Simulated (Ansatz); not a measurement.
Consider the formal exchange of groups at a Ge–C bond: `C[CH2][Ge][O]C` + `FCS` → `C[O][Ge][F]` + `CCCS`.

Isolated molecules relaxed with PBE0-D4/def2-TZVP in Ansatz; ΔE leaves out vibrations. CCSD(T)/CBS is the MP2 limit (def2-TZVPP, def2-QZVPP) plus CCSD(T) − MP2 in def2-TZVPP, frozen cores. DFT in def2-TZVPP. For Ge outer-core shells are correlated without core-valence functions, which leaves a few kJ/mol of doubt a bond. Scalar relativity is left out up to krypton. One conformer a species, not always the lowest.

```json
{"level": "ωB97X-V", "ΔE (eV)": "-2.08"}
{"level": "r2SCAN", "ΔE (eV)": "-2.05"}
{"level": "MP2/def2-QZVPP", "ΔE (eV)": "-2.16"}
{"level": "SCS-MP2/def2-QZVPP", "ΔE (eV)": "-2.14"}
```

(1) What does CCSD(T)/CBS give? (An estimate is asked.)

Largest T1 diagnostic among the species: 0.015.

Results:

(1) Ansatz gave: -2.07 eV. The listed levels differ from it by -0.01, 0.02, -0.09, -0.07 eV.

CCSD(T)/CBS has its own doubt, a few kJ/mol and more with outer-core shells, so smaller differences from it don't rank the levels.
